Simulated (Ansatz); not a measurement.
The system is Rh.

```
Rh
1.0
     0.00000    1.89785    1.89785
     1.89785    0.00000    1.89785
     1.89785    1.89785    0.00000
Rh
1
Direct
  0.00000 0.00000 0.00000
```

* Program: Ansatz 0.2.0
* Task: relaxation of cell and atoms
* Functional: PBEsol
* Dispersion: D3(BJ)
* Potentials or basis: Ansatz PAW
* Cutoff: 420 eV (not typed: the program's choice for these potentials)
* k mesh: 12 × 12 × 12
* Occupations: fermi-dirac, width 0.05 eV
* Spin: no spin polarisation

At the start: volume 13.67 Å³/atom.

Q: Where does the relaxation end?

A: It ends after 6 steps and the volume is 13.17 Å³/atom (-3.7 %); space group Fm-3m (No. 225, to 0.05 Å).

Step by step:
| step | energy change (eV) | largest force (eV/Å) | volume (Å³) |
| --- | --- | --- | --- |
| 1 | 0.0000 | 0.0000 | 13.67 |
| 2 | -0.0036 | 0.0000 | 12.73 |
| 3 | -0.0182 | 0.0000 | 13.20 |
| 4 | -0.0183 | 0.0000 | 13.17 |
| 5 | -0.0183 | 0.0000 | 13.17 |
| 6 | -0.0180 | 0.0000 | 13.17 |

Final structure:
```cif
data_structure
_symmetry_space_group_name_H-M 'P 1'
_symmetry_Int_Tables_number 1
_cell_length_a 2.6504
_cell_length_b 2.6504
_cell_length_c 2.6504
_cell_angle_alpha 60.000
_cell_angle_beta 60.000
_cell_angle_gamma 60.000
_cell_volume 13.17
loop_
_atom_site_label
_atom_site_type_symbol
_atom_site_fract_x
_atom_site_fract_y
_atom_site_fract_z
_atom_site_occupancy
Rh1 Rh 0.00000 0.00000 0.00000 1
```

Caveat: the plane-wave basis is chosen anew once the cell has moved, so the energies of steps on either side of that aren't comparable; the PAW data sets come from PBE, with cores solved anew for the run's functional, which leaves a small shift of forces and pressure.
